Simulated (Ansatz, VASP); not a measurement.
Zn: VASP beside Ansatz

INCAR

```
SYSTEM = Zn
ALGO     = Normal         ! electronic algorithm
EDIFF    = 1E-6           ! SCF threshold, eV
ENCUT    = 520            ! plane-wave cutoff, eV
GGA      = PS             ! functional
ISIF     = 2              ! what is computed and relaxed
ISMEAR   = -1             ! smearing method
LASPH    = .True.         ! aspherical terms in the spheres
LCHARG   = .True.         ! write CHGCAR
LELF     = .True.         ! ELF
LREAL    = .False.        ! projectors in reciprocal space
LVHAR    = .True.       
LWAVE    = .False.        ! write WAVECAR
NBANDS   = 12             ! bands
NELM     = 60             ! most SCF steps
PREC     = Accurate       ! precision mode
SIGMA    = 0.05           ! smearing width, eV
```

File KPOINTS:

```
k-points
0
Gamma
  19 19 19
  0 0 0
```

File POSCAR:

```
Zn
1.0
   -1.4210184778      1.4210184778      1.4210184778
    1.4210184778     -1.4210184778      1.4210184778
    1.4210184778      1.4210184778     -1.4210184778
Zn
1
Direct
    0.0000000000      0.0000000000      0.0000000000
```

Input for Ansatz:

```yaml
crystal:
  lattice:
    - [-1.4210184778, 1.4210184778, 1.4210184778]
    - [1.4210184778, -1.4210184778, 1.4210184778]
    - [1.4210184778, 1.4210184778, -1.4210184778]
  atoms:
    - { symbol: Zn, position: [0.0, 0.0, 0.0] }
kpoints:
  mp_grid: { grid: [19, 19, 19] }
scf:
  occupations: { method: fermi_dirac, width: 0.05 }
hamiltonian:
  xc: pbesol
  pseudopotentials: { kind: all_electron, lapw: { basis_error: 0.001 } }
output:
  forces: true
  stress: true
  eigenvalues: true
  populations: true
```

Change from the starting cell: volume scaled by 0.8, LAPW.

Alike in both runs: task single point; functional PBEsol; k mesh 19 × 19 × 19; occupations fermi-dirac, width 0.05 eV; no spin polarisation.

```csv
,VASP,Ansatz
version,VASP 6.6.1,Ansatz 0.2.0
potentials or method,"VASP PAW PBE potentials, release 64 (Zn)","all-electron LAPW, scalar-relativistic"
plane-wave cutoff (eV),520,see its input
```

```tsv
	VASP	Ansatz	Ansatz less VASP
pressure (GPa)	33.5	32.4	-1.05
```

Ansatz ran all-electron here, so the differences hold the error of VASP's frozen core and of both bases.

Caveats: so large a pressure means that the cell lies far from this level's equilibrium, or that cutoff or potentials fall short (VASP); the potentials were made for another functional, which shifts forces and pressure (VASP).
